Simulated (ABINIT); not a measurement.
Crystal: NaF (Villiaumite).

```
Na F
1.0
     0.00000    2.32000    2.32000
     2.32000    0.00000    2.32000
     2.32000    2.32000    0.00000
Na F
1 1
Cartesian
  0.0000 0.0000 0.0000
  2.3200 2.3200 2.3200
```

Base run:

* Program: ABINIT 10.8.3 (patched build)
* Functional: r2SCAN
* Potentials or basis: JTH PAW PBE v2.0
* Cutoff: 1306 eV
* k mesh: 10 × 10 × 10
* Occupations: fermi-dirac, width 0.05 eV
* Spin: no spin polarisation

Its results: band gap on the k mesh 7.10 eV, direct; pressure -1.0 GPa.

The run is repeated on the same cell with these changes: potentials or basis from JTH PAW PBE v2.0 to PseudoDojo NC SR PBE v0.4.1 standard; cutoff from 1306 eV to 1442 eV. What comes out?

Band gap on the k mesh 6.96 eV, direct; pressure -1.4 GPa.

Caveats: the PAW data sets were made with another functional, which shifts forces and pressure a little (some runs); a meta-GGA on potentials with a model core is unreliable (some runs); the potentials were made for another functional, which shifts forces and pressure (some runs).

A k mesh can miss the band edges.
